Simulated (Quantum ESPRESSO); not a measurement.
Crystal: MoS2.

```
Mo S
1.0
     1.58550    0.91539    6.11500
    -1.58550    0.91539    6.11500
     0.00000   -1.83078    6.11500
Mo S
1 2
Direct
  0.00000 0.00000 0.00000
  0.25000 0.25000 0.25000
  0.75000 0.75000 0.75000
```

Measurements of this composition are mostly on another form, of space group No. 194.

- Program: Quantum ESPRESSO 7.5
- Task: single point
- Functional: PBE
- Potentials or basis: SSSP 1.3 efficiency PBE
- Cutoff: 816 eV
- Density cutoff: 5987 eV
- k mesh: 10 × 10 × 10
- Occupations: fermi-dirac, width 0.05 eV
- Spin: no spin polarisation

On this cell: pressure 7.9 GPa; largest force 1.013 eV/Å; band gap on the k mesh none (metal or under the smearing width).

The same run follows on a disturbed copy (atoms moved at random, drawn with an rms of 0.05 Å):

```xyz
3
Lattice="1.5855 0.9154 6.1150 -1.5855 0.9154 6.1150 0.0000 -1.8308 6.1150" Properties=species:S:1:pos:R:3 pbc="T T T"
Mo    0.0266   -0.0177    0.0017
S    -0.0128    0.0242    4.5630
S     0.0144   -0.0597   13.7233
```

Problem. What does the disturbed cell give?

Solution. The energy (extrapolated to zero smearing) moves by +15.5 meV/atom; pressure 8.8 GPa; largest force 1.609 eV/Å; band gap on the k mesh none (metal or under the smearing width).

Forces in eV/Å, atoms in the order of the input:
```
Mo  -0.211 -0.052 -0.788
S    0.227 -0.372 -0.764
S   -0.016  0.424  1.552
```

Stress tensor (GPa, compression positive):
```
 8.88 -0.42 -1.10
-0.42  5.47  3.55
-1.10  3.55 12.01
```

Caveats: the cell's inner coordinates are idealised or old, which leaves forces on the atoms.
